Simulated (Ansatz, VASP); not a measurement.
## KCl: VASP beside Ansatz

```
K Cl
1.0
     0.00000    3.14187    3.14187
     3.14187    0.00000    3.14187
     3.14187    3.14187    0.00000
K Cl
1 1
Direct
  0.00000 0.00000 0.00000
  0.50000 0.50000 0.50000
```

Alike in both runs: task relaxation of cell and atoms; functional PBE; k mesh 6 × 6 × 6; occupations gaussian, width 0.02 eV; no spin polarisation.

|  | VASP | Ansatz |
| --- | --- | --- |
| version | VASP 6.6.1 | Ansatz 0.2.0 |
| potentials or method | VASP PAW PBE potentials, release 64 (K_sv, Cl) | scalar-relativistic, plane waves, PAW |
| plane-wave cutoff (eV) | 600 | 420 |
| valence electrons in the cell | 16 | 16 |

|  | VASP | Ansatz | Ansatz less VASP |
| --- | --- | --- | --- |
| gap on the k mesh at the Fermi level, each at its own relaxed structure (eV) | 5.04 | 5.05 | +0.017 |
| relaxed volume (Å³/atom) | 32.58 | 32.43 | -0.150 |
| relaxed cell length with the largest relative difference (Å) | 4.517 | 4.510 | -0.0069 |
| energy change over the relaxation (meV/atom) | -4 | -4 | +0.5 |

Expect the measured gap to be larger: semilocal functionals such as PBE lack the derivative discontinuity.
